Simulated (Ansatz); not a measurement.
Relaxed sheet of Sb (a trial structure of the honeycomb type):

```yaml
crystal:
  lattice:
    - [4.06869, 0.00000, 0.00000]
    - [-2.03434, 3.52358, 0.00000]
    - [0.00000, 0.00000, 28.00000]
  periodic: [true, true, false]
  atoms:
    - { symbol: Sb, position: [0.33333, 0.66667, 0.52946] }
    - { symbol: Sb, position: [0.66667, 0.33333, 0.47054] }
```

Method: Ansatz 0.2.0, DFT PBE+D3(BJ), scalar-relativistic, plane waves, PAW. Settings: cutoff 420 eV, Γ-centred mesh 9×9×1 on the computed 2-atom cell, Gaussian smearing of 0.02 eV; no spin polarisation. The sheet is isolated along c (Coulomb cut-off).

Atoms relax at each strain; stress is positive in compression. Unstrained: gap 1.18 eV, thickness 1.650 Å.

Problem. Which strain in the plane gives ΔE (meV/cell) = 15.1, σxx (N/m) = 0.89, σyy (N/m) = 0.89?

Solution. Biaxial strain of -2 %. Stress that grows in proportion gives ΔE = ½σεA, with A = 14.34 Å² unstrained and both stresses added, so ε is about -1.9 %; positive stress means squeezing. The gap is then 0.93 eV.

Spin-orbit coupling is left out, which matters for the bands of heavy elements. An odd mesh misses points on the zone edge, so a gap read on it can be too wide. Gaps are read on the k points sampled, so a band crossing between them can be missed.